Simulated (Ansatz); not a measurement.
# Rigid cleavage in CoSi

All numbers below come from DFT PBE, scalar-relativistic, plane waves, PAW (Ansatz). Settings: plane waves to 420 eV, k-mesh 9×9×5 (Γ-centred), Gaussian smearing 0.15 eV. No spin polarisation. A magnetic state may lie lower. Energies are free energies at this smearing, counted from the undisturbed cell; pressure is positive in compression.

Zero of the scan (relaxed at this level):

```yaml
crystal:
  lattice:
    - [0.00000, -4.43085, 0.00000]
    - [0.00000, 0.00000, -4.43085]
    - [8.86170, 0.00000, 0.00000]
  atoms:
    - { symbol: Co, position: [0.85498, 0.85498, 0.82251] }
    - { symbol: Co, position: [0.85498, 0.85498, 0.32251] }
    - { symbol: Co, position: [0.14502, 0.35498, 0.92749] }
    - { symbol: Co, position: [0.14502, 0.35498, 0.42749] }
    - { symbol: Co, position: [0.64502, 0.14502, 0.07251] }
    - { symbol: Co, position: [0.64502, 0.14502, 0.57251] }
    - { symbol: Co, position: [0.35498, 0.64502, 0.17749] }
    - { symbol: Co, position: [0.35498, 0.64502, 0.67749] }
    - { symbol: Si, position: [0.15684, 0.15684, 0.17158] }
    - { symbol: Si, position: [0.15684, 0.15684, 0.67158] }
    - { symbol: Si, position: [0.84316, 0.65684, 0.07842] }
    - { symbol: Si, position: [0.84316, 0.65684, 0.57842] }
    - { symbol: Si, position: [0.34316, 0.84316, 0.92158] }
    - { symbol: Si, position: [0.34316, 0.84316, 0.42158] }
    - { symbol: Si, position: [0.65684, 0.34316, 0.82842] }
    - { symbol: Si, position: [0.65684, 0.34316, 0.32842] }
```

The cut lies on the cell's a–b face, a (1 0 0) plane (indices in the standard cell, whose axes needn't be the Cartesian ones shown) of area 19.63 Å², between layers 1.29 Å apart. Vector c is lengthened by d along the normal with the atoms' Cartesian places fixed: one unrelaxed cut a cell. The cell is metallic on the mesh throughout.

```
d (Å) energy (J/m²)
-0.30           1.10
 0.00           0.00
 0.25           0.37
 0.50           1.11
 1.00           2.53
 1.50           3.41
 2.00           3.82
 3.00           4.07
 6.00           4.12
```

(1) Predict the traction dE/dd (GPa) at each point.

Answers

(1)
| d (Å) | traction dE/dd (GPa) |
| --- | --- |
| -0.30 | -88.3 |
| 0.00 | 0.0 |
| 0.25 | 25.2 |
| 0.50 | 31.3 |
| 1.00 | 23.4 |
| 1.50 | 12.2 |
| 2.00 | 5.3 |
| 3.00 | 0.9 |
| 6.00 | 0.0 |

Cost: 9 runs of about 22 core-minutes in all, on Intel Xeon 6975P-C (Granite Rapids) (shared hosts).